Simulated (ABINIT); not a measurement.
Crystal: CdS (Hawleyite).

```
Cd S
1.0
     0.00000    2.91650    2.91650
     2.91650    0.00000    2.91650
     2.91650    2.91650    0.00000
Cd S
1 1
Cartesian
  0.0000 0.0000 0.0000
  4.3748 4.3748 4.3748
```

Base run:

| Item | Value |
| --- | --- |
| Program | ABINIT 10.8.3 (patched build) |
| Functional | BLYP |
| Potentials or basis | JTH PAW PBE v2.0 |
| Cutoff | 599 eV |
| k mesh | 8 × 8 × 8 |
| Occupations | fermi-dirac, width 0.05 eV |
| Spin | no spin polarisation |

Its results: band gap on the k mesh 1.07 eV, direct.

Q: After a change of settings the same cell gave: band gap on the k mesh 0.96 eV, direct. Which change was it?
A. functional from BLYP to WC; cutoff from 599 eV to 544 eV; fine-grid cutoff from 1197.3 eV to 1088.46 eV
B. functional from BLYP to r2SCAN; cutoff from 599 eV to 653 eV; fine-grid cutoff from 1197.3 eV to 1251.72 eV
C. functional from BLYP to PBE; k mesh from 8 × 8 × 8 to 5 × 5 × 5
D. functional from BLYP to HCTH407

A: A.
